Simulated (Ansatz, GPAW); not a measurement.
**Pd: programs and potentials compared**

```
Pd
1.0
     0.00000    1.94650    1.94650
     1.94650    0.00000    1.94650
     1.94650    1.94650    0.00000
Pd
1
Direct
  0.00000 0.00000 0.00000
```

Alike in all runs: task band structure; functional revPBE; k mesh 12 × 12 × 12; occupations fermi-dirac, width 0.05 eV; no spin polarisation; no spin-orbit coupling. Pressure is positive in compression and, in plane waves, holds the error of the finite cutoff, which Ansatz's Pulay term estimates and takes out.

| program and potentials | plane-wave cutoff (eV) | notes | pressure (GPa) |
| --- | --- | --- | --- |
| Ansatz, Ansatz PAW | 420 | potentials made for PBE, which Ansatz adapts in part; 18 valence electrons an atom on average; Pulay term of +0.08 GPa included | 10.35 |
| GPAW, the program's PAW data sets (release 1.2.1) made for this functional | 600 | 16 valence electrons an atom on average | 10.49 |
| Ansatz, all-electron LAPW, scalar-relativistic | - | - | 10.25 |

The pressure spans 10.25 (Ansatz, all-electron LAPW, scalar-relativistic) to 10.49 GPa (GPAW, the program's PAW data sets (release 1.2.1) made for this functional), with all-electron results at 10.25. Some sets were made for another functional than the one run, which can shift their rows. The cell lies far from this level's equilibrium.

The functional is the same throughout but for its coding, so the spread measures potentials, basis and numerics; runs on potential files found faulty are left out.
